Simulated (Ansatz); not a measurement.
# Understanding VO2 from first principles

Method: PBE+U (U_eff = 3.2 eV on V 3d), scalar-relativistic; collinear spin; PAW, 420 eV, Γ-centred 6×6×6 mesh, 0.05 eV Gaussian smearing; code Ansatz; PAW files: Ansatz's generated set soft_2.

The chain of runs began from a measured cell (COD), expanded in volume. The relaxation kept the space group but changed the cell's proportions, one axis by 5 % at equal volume, so the results may not describe the measured structure. The database's entry of this formula in the relaxed cell's space group, P4_2/mnm, has axes of 4.555 × 4.555 × 2.853 Å and 9.86 Å³/atom (2018), the relaxed one 4.483 × 4.483 × 3.025 Å and 10.13.

The relaxed structure (symmetry read at 0.01 Å). It takes space group P4_2/mnm (No. 136, tetragonal). The conventional cell has a = 4.483 Å, b = 4.483 Å, c = 3.025 Å, α = 90.00°, β = 90.00°, γ = 90.00°. V (site symmetry mmm) has 6 O at 1.89 to 1.98 Å as nearest neighbours. O (site symmetry m2m) has 3 V at 1.89 to 1.98 Å as nearest neighbours. (Shells end 15 % past the nearest neighbour.)

Problem. What kind of gap is it?

Solution. It is indirect: 0.88 eV, against 1.07 eV for the smallest direct gap. Within 0.6 eV of the edges the projected states are 61 % O 2p at the top of the valence band and 90 % V 3d at the bottom of the conduction band. The valence edge mixes anion p with metal states, so the bond is partly covalent and the gap isn't a plain transfer from O to V.

Problem. What fixes the bond lengths?

Solution. Shannon's ionic radii give a check on the bond lengths: V⁴⁺ with 6 neighbours 0.58 Å + O²⁻ 1.36 Å = 1.94 Å against a computed mean of 1.95 Å. Sums and bonds agree within 3 %, so ion sizes set the bond lengths.

Problem. How ionic is it?

Solution. Bader charges against formal ones: V +2.21 (+4), O −1.11 (−2). The cations give up 55 % of the formal charge; Bader charges stay under formal ones because the anions' density reaches into the cations' basins, the more so the higher the formal charge and the softer the anion.

Problem. How stiff is it, in energy terms?

Solution. B0·V0 = 234.3 GPa × 10.13 Å³ = 14.81 eV/atom sets the scale: near the minimum ΔE ≈ ½ B0 V0 x², with x = V/V0 − 1, and a pressure of 2.3 GPa squeezes the volume by about 1 %. At the ends of the curve: x = −5.5 % predicts 22.4 meV/atom and the run gives 24.9; x = +10.0 % predicts 74.1 meV/atom and the run gives 62.1. The curve is steeper than the parabola on the compressed side and flatter on the expanded side: the bulk modulus rises with pressure.

Problem. Which Debye temperature follows from the elastic moduli?

Solution. K = 235 GPa and G = 120 GPa (Hill). With a density of 4.532 g/cm³ (mean mass 27.6 u, 10.13 Å³/atom), K = 234.8 and G = 120.4 GPa from the unrounded constants, v_l = √((K + 4G/3)/ρ) = 9340 m/s and v_t = √(G/ρ) = 5160 m/s. The mean [(1/v_l³ + 2/v_t³)/3]^(−1/3) is 5740 m/s, and θ_D = (ħ/k_B)(6π²/V)^(1/3) v_m ≈ 790 K, with V the volume an atom.

All results together:

```
Volume                         : 10.13 Å³/atom
Band gap                       : 0.88 eV
Smallest direct gap            : 1.07 eV (over both spins)
Magnetic state                 : ferromagnetic
Site spin moments              : V 0.86; O -0.06 μB
Spin moment of the cell        : 2.00 μB
Bader charges                  : V 2.21; O -1.11 e
Bulk modulus (Birch–Murnaghan) : 234 GPa
Pressure derivative B0′        : 4.6
Shear modulus (Hill)           : 120 GPa
Young's modulus                : 309 GPa
Poisson's ratio                : 0.28
Elastically stable             : yes
```

Open d and f shells can converge to several self-consistent states; this is the one that the run reached. Site moments are of spin, integrated over atomic spheres.
